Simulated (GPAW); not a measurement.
A run of GPAW 26.7.0 is set up as follows.

File run.py:

```python
from ase import Atoms
from ase.dft.bandgap import bandgap
from ase.io import write
from ase.units import GPa
from gpaw import GPAW, PW, setup_paths

setup_paths.insert(0, '.')

atoms = Atoms(['Ru', 'Al'],
              cell=[[2.9916, 0.0, 0.0],
                    [0.0, 2.9916, 0.0],
                    [0.0, 0.0, 2.9916]],
              scaled_positions=[[0.5, 0.5, 0.5],
                                [0.0, 0.0, 0.0]],
              pbc=True)

calc = GPAW(mode=PW(600),
            xc='PBEsol',
            kpts={'size': (9, 9, 9), 'gamma': True},
            occupations={'name': 'fermi-dirac', 'width': 0.05},
            nbands=20,
            convergence={'density': 1e-05, 'energy': 1e-05},
            maxiter=150,
            txt='gpaw.txt')
atoms.calc = calc
energy = atoms.get_potential_energy()
forces = atoms.get_forces()
stress = atoms.get_stress()
calc.write('gs.gpw')
write('result.traj', atoms)
print(f'Energy: {energy:.6f} eV')
print('Forces (eV/A):')
print(forces.round(4))
print('Stress (GPa):', (stress / GPa).round(3))
print('Fermi level:', round(calc.get_fermi_level(), 4), 'eV')
print(f'Gap: {bandgap(calc)[0]:.4f} eV, direct: {bandgap(calc, direct=True)[0]:.4f} eV')

path = atoms.cell.bandpath('GXMGRX,MR', npoints=100, eps=1e-4)
bs_calc = calc.fixed_density(kpts=path, symmetry='off', nbands=30,
                             convergence={'bands': 'CBM+6.0', 'eigenstates': 1e-6}, txt='bands.txt')
bs = bs_calc.band_structure()
bs.write('bs.json')
print(f'Gap on the path: {bandgap(bs_calc)[0]:.4f} eV')
```

Potentials or basis: PAW data sets generated in the run's folder for this functional, pw.

Command:

```bash
$ gpaw-setup -f PBEsol Al Ru
$ OMP_NUM_THREADS=1 python run.py
```

**Question.** Predict the pressure.

**Answer.** -2.6 GPa.

**Question.** Predict the band gap along the path.

**Answer.** None (metal or under the smearing width).

Levels at the corners of the path, in eV from the Fermi level:
```
point  band 6  band 7  band 8  band 9  band 10  band 11  band 12  band 13
    Γ   -3.51   -3.51    0.25    0.25     0.25     6.15     6.15     6.15
    X   -5.40   -2.71   -1.53   -1.53     0.50     2.32     7.54    11.12
    M   -3.01   -1.30   -1.30   -1.10    -1.10     1.56     5.34     6.31
    Γ   -3.51   -3.51    0.25    0.25     0.25     6.15     6.15     6.15
    R   -4.54   -4.54    1.65    1.65     2.65     4.19     4.19     4.19
    X   -5.40   -2.71   -1.53   -1.53     0.50     2.32     7.54    11.12
    M   -3.01   -1.30   -1.30   -1.10    -1.10     1.56     5.34     6.31
    R   -4.54   -4.54    1.65    1.65     2.65     4.19     4.19     4.19
```
